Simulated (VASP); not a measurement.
# Ge (Fd-3m) in VASP: a series of runs

Aim: see how the results for Ge move with the level of theory and the settings. Levels: LDA, PBEsol, HSE06. Tasks: single point, relaxation of cell and atoms.

Everything below comes from runs of VASP 6.6.1. Logs are shortened: lines on timing, memory, paths and dates and some standing lists are left out, and cuts for length are marked.

**Measured values to compare with.**

“Temperature-dependent photoluminescence in Ge: experiment and theory”, 2020, arxiv:2003.00143 reports, for a bulk crystal of Ge at 0 K: band gap 0.744 eV (indirect).

The runs below are set against these values where they give the same quantity.

### 1 The crystal as given

The structure is cubic, space group Fd-3m (No. 227). The conventional cell has a = 5.658 Å, b = 5.658 Å, c = 5.658 Å, α = 90.00°, β = 90.00°, γ = 90.00°. Around Ge (site symmetry -43m) lie 4 Ge at 2.45 Å.

### 2 Single point, LDA

Input file INCAR:

```
PREC = Accurate ; ENCUT = 520
EDIFF = 1E-6 ; ISMEAR = 0
SIGMA = 0.03 ; LREAL = F
LASPH = T ; NELM = 80
ALGO = Normal ; ISIF = 2
LWAVE = F ; LCHARG = F
NBANDS = 21 ; KPAR = 4
```

Input file KPOINTS:

```
regular mesh
0
Gamma
  6 6 6
```

Input file POSCAR:

```
Ge
1.0
    0.0000000000      2.8289100000      2.8289100000
    2.8289100000      0.0000000000      2.8289100000
    2.8289100000      2.8289100000      0.0000000000
Ge
2
Direct
    0.0000000000      0.0000000000      0.0000000000
    0.2500000000      0.2500000000      0.2500000000
```

Potentials or basis: VASP PAW LDA potentials, release 64 (Ge_d).

On the command line:

```console
cat potpaw_LDA.64/Ge_d/POTCAR > POTCAR
mpirun -np 4 vasp_std > vasp.out
```

OUTCAR:

```text
PREC = Accurate
   ENCUT = 520
   EDIFF = 1E-6
   ISMEAR = 0
   LREAL = F
   LASPH = T
   NELM = 80
   ISIF = 2

 ion  position               nearest neighbor table
   1  0.000  0.000  0.000-   2 2.45   2 2.45   2 2.45   2 2.45
   2  0.250  0.250  0.250-   1 2.45   1 2.45   1 2.45   1 2.45

  LATTYP: Found a face centered cubic cell.
 ALAT       =     5.6578200000

  Lattice vectors:

 A1 = (   0.0000000000,   2.8289100000,   2.8289100000)
 A2 = (   2.8289100000,   0.0000000000,   2.8289100000)
 A3 = (   2.8289100000,   2.8289100000,   0.0000000000)

Analysis of symmetry for initial positions (statically):
=====================================================================
 Subroutine PRICEL returns:
 Original cell was already a primitive cell.

 Routine SETGRP: Setting up the symmetry group for a
 face centered cubic supercell.

 Subroutine GETGRP returns: Found 48 space group operations
 (whereof 24 operations were pure point group operations)
 out of a pool of 48 trial point group operations.

The static configuration has the point symmetry T_d .
 The point group associated with its full space group is O_h .

Analysis of symmetry for dynamics (positions and initial velocities):
=====================================================================
 Subroutine PRICEL returns:
 Original cell was already a primitive cell.

 Routine SETGRP: Setting up the symmetry group for a
 face centered cubic supercell.

 Subroutine GETGRP returns: Found 48 space group operations
 (whereof 24 operations were pure point group operations)
 out of a pool of 48 trial point group operations.

The dynamic configuration has the point symmetry T_d .
 The point group associated with its full space group is O_h .

 Subroutine INISYM returns: Found 48 space group operations
 (whereof 24 operations are pure point group operations),
 and found     1 'primitive' translations

----------------------------------------------------------------------------------------

                                     Primitive cell

  volume of cell :      45.2780

  direct lattice vectors                    reciprocal lattice vectors
     0.000000000  2.828910000  2.828910000    -0.176746521  0.176746521  0.176746521
     2.828910000  0.000000000  2.828910000     0.176746521 -0.176746521  0.176746521
     2.828910000  2.828910000  0.000000000     0.176746521  0.176746521 -0.176746521

  length of vectors
     4.000682889  4.000682889  4.000682889     0.306133954  0.306133954  0.306133954

  position of ions in fractional coordinates (direct lattice)
     0.000000000  0.000000000  0.000000000
     0.250000000  0.250000000  0.250000000

  ion indices of the primitive-cell ions
   primitive index   ion index
                 1           1
                 2           2

----------------------------------------------------------------------------------------

 KPOINTS: regular mesh

Automatic generation of k-mesh.
 Grid dimensions read from file:
 generate k-points for:    6    6    6

 Generating k-lattice:

  Cartesian coordinates                     Fractional coordinates (reciprocal lattice)
    -0.029457753  0.029457753  0.029457753     0.166666667  0.000000000  0.000000000
     0.029457753 -0.029457753  0.029457753     0.000000000  0.166666667  0.000000000
     0.029457753  0.029457753 -0.029457753     0.000000000  0.000000000  0.166666667

  Length of vectors
     0.051022326  0.051022326  0.051022326

  Shift w.r.t. Gamma in fractional coordinates (k-lattice)
     0.000000000  0.000000000  0.000000000

 Subroutine IBZKPT returns following result:
 ===========================================

 Found     16 irreducible k-points:

 Following reciprocal coordinates:
            Coordinates               Weight
  0.000000  0.000000  0.000000      1.000000
  0.166667  0.000000  0.000000      8.000000
  0.333333  0.000000  0.000000      8.000000
  0.500000  0.000000  0.000000      4.000000
  0.166667  0.166667  0.000000      6.000000
  0.333333  0.166667  0.000000     24.000000
[... 8 lines left out ...]
 -0.333333  0.333333  0.166667     24.000000
 -0.333333  0.500000  0.166667     12.000000
   k-points           NKPTS =     16   k-points in BZ     NKDIM =     16   number of bands    NBANDS=     21
   number of dos      NEDOS =    301   number of ions     NIONS =      2
   total plane-waves  NPLWV =  27000
   dimension x,y,z NGX =    30 NGY =   30 NGZ =   30
   dimension x,y,z NGXF=    60 NGYF=   60 NGZF=   60
   ions per type =               2
   NGX,Y,Z   is equivalent  to a cutoff of  12.47, 12.47, 12.47 a.u.
   NGXF,Y,Z  is equivalent  to a cutoff of  24.93, 24.93, 24.93 a.u.
 SYSTEM =  unknown system
   PREC   = accura    normal or accurate (medium, high low for compatibility)
   ISTART =      0    job   : 0-new  1-cont  2-samecut
   ICHARG =      2    charge: 1-file 2-atom 10-const
   ISPIN  =      1    spin polarized calculation?
   LNONCOLLINEAR =      F non collinear calculations
   LSORBIT =      F    spin-orbit coupling
   LASPH  =      T    aspherical Exc in radial PAW
   ENCUT  =  520.0 eV  38.22 Ry    6.18 a.u.   7.44  7.44  7.44*2*pi/ulx,y,z
   NELM   =     80;   NELMIN=  2; NELMDL= -5     # of ELM steps
   EDIFF  = 0.1E-05   stopping-criterion for ELM
   LREAL  =      F    real-space projection
   EDIFFG = 0.1E-04   stopping-criterion for IOM
   NSW    =      0    number of steps for IOM
   IBRION =     -1    ionic relax: 0-MD 1-quasi-New 2-CG
   NFREE  =      0    steps in history (QN), initial steepest desc. (CG)
   ISIF   =      2    stress and relaxation
   ISYM   =      2    0-nonsym 1-usesym 2-fastsym
   POTIM  = 0.5000    time-step for ionic-motion
   TEBEG  =    0.0;   TEEND  =   0.0 temperature during run
   PSTRESS=    0.0 pullay stress
   NELECT =      28.0000    total number of electrons
   NUPDOWN=      -1.0000    fix difference up-down
   EMIN   =  10.00;   EMAX   =-10.00  energy-range for DOS
   EFERMI =   0.00;   METHOD = LEGACY
   ISMEAR =     0;   SIGMA  =   0.03  broadening in eV -4-tet -1-fermi 0-gaus
   EFERMI_NEDOS =   21; number of points for ismear=-14 and -15
   IALGO  =     38    algorithm
   IMIX   =      4    mixing-type and parameters
     AMIX     =   0.40;   BMIX     =  1.00
     AMIX_MAG =   1.60;   BMIX_MAG =  1.00
  volume/ion in A,a.u.               =      22.64       152.78
  Fermi-wavevector in a.u.,A,eV,Ry     =   1.394756  2.635708 26.468033  1.945346
  Thomas-Fermi vector in A             =   2.518275
   LORBIT       =      0    0 simple, 1 ext, 2 COOP (PROOUT), +10 PAW based schemes
   GGA     = CA    functional components
   LHFCALC =     F    Hartree Fock is set to
   AEXX    =    0.0000 exact exchange contribution
   IVDW    =     0    specifies the selected vdW correction
   LEPSILON=     F    determine dielectric tensor
   LRPA    =     F    only Hartree local field effects (RPA)
 non-spin polarized calculation
 Gauss-broadening in eV      SIGMA  =   0.03
  energy-cutoff  :      520.00
  volume of cell :       45.28
 maximum number of plane-waves:      1243
 NGX is ok and might be reduce to    30
   NGX = 15   NGY = 15   NGZ = 15

 number of electron      28.0000022 magnetization

 Free energy of the ion-electron system (eV)
  ---------------------------------------------------
  ext. energy  EPLUGINS =         0.00000000
  ---------------------------------------------------
  free energy    TOTEN  =       -10.34165425 eV

  energy without entropy =      -10.34142499  energy(sigma->0) =      -10.34153962

 E-fermi :   4.7432     XC(G=0): -10.2838

 val. band max:        4.7345234280   @ k =   0.0000   0.0000   0.0000
 cond. band min:       4.7966817651   @ k =   0.5000   0.0000   0.0000
 fundamental gap:      0.0621583371
 Fermi energy:         4.7432071454

 k-point     1 :       0.0000    0.0000    0.0000
  band No.  band energies     occupation
      1     -20.2016      2.00000
      2     -20.2016      2.00000
      3     -20.2016      2.00000
      4     -20.1651      2.00000
      5     -20.1651      2.00000
      6     -19.9544      2.00000
[... 13 lines left out ...]
     20      14.2775      0.00000
     21      14.2775      0.00000

 k-point     2 :       0.1667    0.0000    0.0000
  band No.  band energies     occupation
      1     -20.2135      2.00000
      2     -20.2135      2.00000
      3     -20.1973      2.00000
      4     -20.1477      2.00000
      5     -20.1477      2.00000
      6     -19.9715      2.00000
[... 13 lines left out ...]
     20      13.0875      0.00000
     21      13.0875      0.00000

 k-point     3 :       0.3333    0.0000    0.0000
  band No.  band energies     occupation
      1     -20.2237      2.00000
      2     -20.2237      2.00000
      3     -20.1884      2.00000
      4     -20.1286      2.00000
      5     -20.1286      2.00000
      6     -19.9858      2.00000
[... 13 lines left out ...]
     20      13.6978      0.00000
     21      13.6978      0.00000

 k-point     4 :       0.5000    0.0000    0.0000
  band No.  band energies     occupation
      1     -20.2261      2.00000
      2     -20.2261      2.00000
      3     -20.1839      2.00000
      4     -20.1232      2.00000
      5     -20.1232      2.00000
      6     -19.9891      2.00000
[... 13 lines left out ...]
     20      15.6416      0.00000
     21      15.9016      0.00000

 k-point     5 :       0.1667    0.1667    0.0000
  band No.  band energies     occupation
      1     -20.2112      2.00000
      2     -20.2112      2.00000
      3     -20.2105      2.00000
      4     -20.1494      2.00000
      5     -20.1278      2.00000
      6     -20.0052      2.00000
[... 13 lines left out ...]
     20      12.9492      0.00000
     21      14.7498      0.00000
[... 190 lines left out ...]
     20      16.1668      0.00000
     21      17.5591      0.00000

 k-point    14 :       0.5000    0.3333    0.1667
  band No.  band energies     occupation
      1     -20.2410      2.00000
      2     -20.2379      2.00000
      3     -20.1624      2.00000
      4     -20.1083      2.00000
      5     -20.0741      2.00000
      6     -20.0578      2.00000
[... 13 lines left out ...]
     20      14.5639      0.00000
     21      17.0135      0.00000

 k-point    15 :      -0.3333    0.3333    0.1667
  band No.  band energies     occupation
      1     -20.2510      2.00000
      2     -20.2407      2.00000
      3     -20.1403      2.00000
      4     -20.0902      2.00000
      5     -20.0677      2.00000
      6     -20.0596      2.00000
[... 13 lines left out ...]
     20      16.4553      0.00000
     21      16.5904      0.00000

 k-point    16 :      -0.3333    0.5000    0.1667
  band No.  band energies     occupation
      1     -20.2464      2.00000
      2     -20.2464      2.00000
      3     -20.1200      2.00000
      4     -20.1200      2.00000
      5     -20.0541      2.00000
      6     -20.0541      2.00000
[... 13 lines left out ...]
     20      15.6791      0.00000
     21      17.6258      0.00000

------------------------ aborting loop because EDIFF is reached ----------------------------------------

  FORCE on cell =-STRESS in cart. coord.  units (eV):
  Direction    XX          YY          ZZ          XY          YZ          ZX
  --------------------------------------------------------------------------------------
  -------------------------------------------------------------------------------------
  Total       -0.2987107     -0.2987107     -0.2987107      0.0000000      0.0000000     -0.0000000
  in kB      -10.5699742    -10.5699742    -10.5699742      0.0000000      0.0000000     -0.0000000
  external PRESSURE =     -10.5699742 kB  Pullay stress =       0.0000000 kB

 VOLUME and BASIS-vectors are now :
 -----------------------------------------------------------------------------
  energy-cutoff  :      520.00
  volume of cell :       45.28
      direct lattice vectors                 reciprocal lattice vectors
     0.000000000  2.828910000  2.828910000    -0.176746521  0.176746521  0.176746521
     2.828910000  0.000000000  2.828910000     0.176746521 -0.176746521  0.176746521
     2.828910000  2.828910000  0.000000000     0.176746521  0.176746521 -0.176746521

 POSITION                                       TOTAL-FORCE (eV/Angst)
 -----------------------------------------------------------------------------------
      0.00000      0.00000      0.00000        -0.000000     -0.000000     -0.000000
      1.41446      1.41446      1.41446         0.000000      0.000000      0.000000
 -----------------------------------------------------------------------------------
    total drift:                                0.000000      0.000000      0.000000

  FREE ENERGIE OF THE ION-ELECTRON SYSTEM (eV)
  ---------------------------------------------------
  free  energy   TOTEN  =       -10.3416542484 eV

  energy  without entropy=      -10.3414249929  energy(sigma->0) =      -10.34153962
```

It took 2.4 s on 4 MPI ranks of AMD EPYC 9R45 (Zen 5), shared host; peak memory 0.12 GiB.

Results:

* Free energy: -10.3417 eV
* Pressure: -1.1 GPa
* Band gap on the k mesh: none (metal or under the smearing width)

Levels at points of the mesh, in eV from the Fermi level:
```csv
k point,band 12,band 13,band 14,band 15,band 16,band 17
"(0.00, 0.00, 0.00)",-0.15,-0.01,-0.01,-0.01,2.51,2.51
"(0.50, 0.00, 0.00)",-7.65,-1.41,-1.41,0.05,3.70,3.70
"(0.50, 0.50, 0.00)",-8.93,-3.09,-3.09,0.65,0.65,9.40
```

Caveat: this crystal is a semiconductor, whose small gap the functional closes, so the metal is an error of the method.

### 3 Relaxation of cell and atoms, PBEsol

Input file INCAR:

```
SYSTEM = Ge
PREC     = Accurate       ! precision mode
ENCUT    = 600            ! plane-wave cutoff, eV
EDIFF    = 1E-6           ! SCF threshold, eV
ISMEAR   = 0              ! smearing method
SIGMA    = 0.03           ! smearing width, eV
LREAL    = .False.        ! projectors in reciprocal space
LASPH    = .True.         ! aspherical terms in the spheres
NELM     = 80             ! most SCF steps
ALGO     = Normal         ! electronic algorithm
ISIF     = 3              ! what is computed and relaxed
LWAVE    = .False.        ! write WAVECAR
LCHARG   = .False.        ! write CHGCAR
GGA      = PS             ! functional
IBRION   = 2              ! ionic algorithm
NSW      = 90             ! ionic steps
EDIFFG   = -0.01          ! ionic threshold
KPAR     = 4
```

Input file KPOINTS:

```
Automatic mesh
0
Gamma
  10 10 10
  0 0 0
```

POSCAR is that of step 2.

Potentials or basis: VASP PAW PBE potentials, release 64 (Ge_d).

On the command line:

```console
cat potpaw_PBE.64/Ge_d/POTCAR > POTCAR
mpirun -np 4 vasp_std > vasp.out
```

Wall time 38 s (4 MPI ranks of Intel Xeon Platinum 8259CL at 2.50GHz (Skylake/Cascade Lake), shared host); peak memory 0.2 GiB.

Results (log left out):

| Quantity | Value |
| --- | --- |
| Free energy | -9.8714 eV |
| Relaxed volume | 22.85 Å³/atom |
| Relaxed cell | a = 4.013 Å, b = 4.013 Å, c = 4.013 Å, α = 60.00°, β = 60.00°, γ = 60.00° |
| Space group after relaxing (to 0.05 Å) | Fd-3m (No. 227) |
| Energy gained by relaxing | 0.4 meV/atom |
| Ionic steps | 3 |
| Pressure after relaxing | 0.0 GPa |
| Band gap on the k mesh | none (metal or under the smearing width) |

Step by step:
```
step  energy change (eV)  largest force (eV/Å)  pressure (GPa)  volume (Å³)
   1              0.0000                0.0000            0.59        45.28
   2             -0.0006                0.0000           -0.10        45.83
   3             -0.0007                0.0000           -0.02        45.70
```

Final structure:
```xyz
2
Lattice="0.0000 2.8376 2.8376 2.8376 0.0000 2.8376 2.8376 2.8376 0.0000" Properties=species:S:1:pos:R:3 pbc="T T T"
Ge    0.0000    0.0000    0.0000
Ge    1.4188    1.4188    1.4188
```

Levels at points of the mesh, in eV from the Fermi level:
| k point | band 11 | band 12 | band 13 | band 14 | band 15 | band 16 | band 17 | band 18 |
| --- | --- | --- | --- | --- | --- | --- | --- | --- |
| (0.00, 0.00, 0.00) | -12.74 | -0.10 | -0.01 | -0.01 | -0.01 | 2.52 | 2.52 | 2.52 |
| (0.50, 0.00, 0.00) | -10.66 | -7.59 | -1.40 | -1.40 | 0.09 | 3.70 | 3.70 | 6.95 |
| (0.50, 0.50, 0.00) | -8.88 | -8.88 | -3.07 | -3.07 | 0.67 | 0.67 | 9.41 | 9.41 |

Caveat: the PAW data sets were made with another functional, which shifts forces and pressure a little; this crystal is a semiconductor, whose small gap the functional closes, so the metal is an error of the method. Zero-point motion and thermal expansion aren't in these numbers.

### 4 Relaxation of cell and atoms, HSE06

This run uses another cell than the first one, of 22.85 Å³/atom, 1.009 times its volume.

Input file POSCAR:

```
Ge                                      
1.0
   -0.0000000000      2.8376024273      2.8376024273
    2.8376024273     -0.0000000000      2.8376024273
    2.8376024273      2.8376024273      0.0000000000
  Ge            
     2
Direct
     0.0000000000000000    0.0000000000000000    0.0000000000000000
     0.2500000000000000    0.2500000000000000    0.2500000000000000
```

Input file INCAR.step1:

```
SYSTEM = Ge
PREC     = Accurate       ! precision mode
ENCUT    = 520            ! plane-wave cutoff, eV
EDIFF    = 1E-5           ! SCF threshold, eV
ISMEAR   = 0              ! smearing method
SIGMA    = 0.03           ! smearing width, eV
LREAL    = .False.        ! projectors in reciprocal space
LASPH    = .True.         ! aspherical terms in the spheres
NELM     = 80             ! most SCF steps
ALGO     = Normal         ! electronic algorithm
LWAVE    = .True.         ! write WAVECAR
LCHARG   = .False.        ! write CHGCAR
KPAR     = 4            
GGA      = PE             ! functional
```

Input file INCAR.step2:

```
SYSTEM = Ge
PREC     = Accurate       ! precision mode
ENCUT    = 520            ! plane-wave cutoff, eV
EDIFF    = 1E-6           ! SCF threshold, eV
ISMEAR   = 0              ! smearing method
SIGMA    = 0.03           ! smearing width, eV
LREAL    = .False.        ! projectors in reciprocal space
LASPH    = .True.         ! aspherical terms in the spheres
NELM     = 80             ! most SCF steps
ALGO     = Normal         ! electronic algorithm
ISIF     = 3              ! what is computed and relaxed
LWAVE    = .False.        ! write WAVECAR
LCHARG   = .False.        ! write CHGCAR
GGA      = PE             ! functional
LHFCALC  = .True.         ! exact exchange
HFSCREEN = 0.2            ! screening, 1/A
PRECFOCK = Fast         
IBRION   = 2              ! ionic algorithm
NSW      = 25             ! ionic steps
EDIFFG   = -0.01          ! ionic threshold
KPAR     = 4            
ISTART   = 1
```

Input file KPOINTS:

```
Automatic mesh
0
Gamma
  6 6 6
  0 0 0
```

On the command line:

```console
cat potpaw_PBE.64/Ge_d/POTCAR > POTCAR
cp INCAR.step1 INCAR
mpirun -np 4 vasp_std > vasp.out
cp INCAR.step2 INCAR
mpirun -np 4 vasp_std > vasp.out
```

Wall time 62 min (4 MPI ranks of Intel Xeon Platinum 8259CL at 2.50GHz (Skylake/Cascade Lake), shared host); peak memory 0.28 GiB.

The run converged. Its results:

* Free energy: -10.6855 eV
* Relaxed volume: 22.92 Å³/atom
* Relaxed cell: a = 4.017 Å, b = 4.017 Å, c = 4.017 Å, α = 60.00°, β = 60.00°, γ = 60.00°
* Space group after relaxing (to 0.05 Å): Fd-3m (No. 227)
* Energy gained by relaxing: 0.0 meV/atom
* Ionic steps: 5
* Pressure after relaxing: 0.0 GPa
* Band gap on the k mesh: 0.77 eV, direct

Final structure:
```xyz
2
Lattice="0.0000 2.8405 2.8405 2.8405 0.0000 2.8405 2.8405 2.8405 0.0000" Properties=species:S:1:pos:R:3 pbc="T T T"
Ge    0.0000    0.0000    0.0000
Ge    1.4202    1.4202    1.4202
```

Levels at points of the mesh, in eV from the valence-band top:
| k point | band 11 | band 12 | band 13 | band 14 | band 15 | band 16 | band 17 | band 18 |
| --- | --- | --- | --- | --- | --- | --- | --- | --- |
| (0.00, 0.00, 0.00) | -13.96 | 0.00 | 0.00 | 0.00 | 0.77 | 3.22 | 3.22 | 3.22 |
| (0.50, 0.00, 0.00) | -11.66 | -8.25 | -1.51 | -1.51 | 0.78 | 4.46 | 4.46 | 7.93 |
| (0.50, 0.50, 0.00) | -9.67 | -9.67 | -3.32 | -3.32 | 1.30 | 1.30 | 10.71 | 10.71 |

Caveat: the PAW data sets were made with another functional, which shifts forces and pressure a little. Zero-point motion and thermal expansion aren't in these numbers.

[end of part 1 of 2]
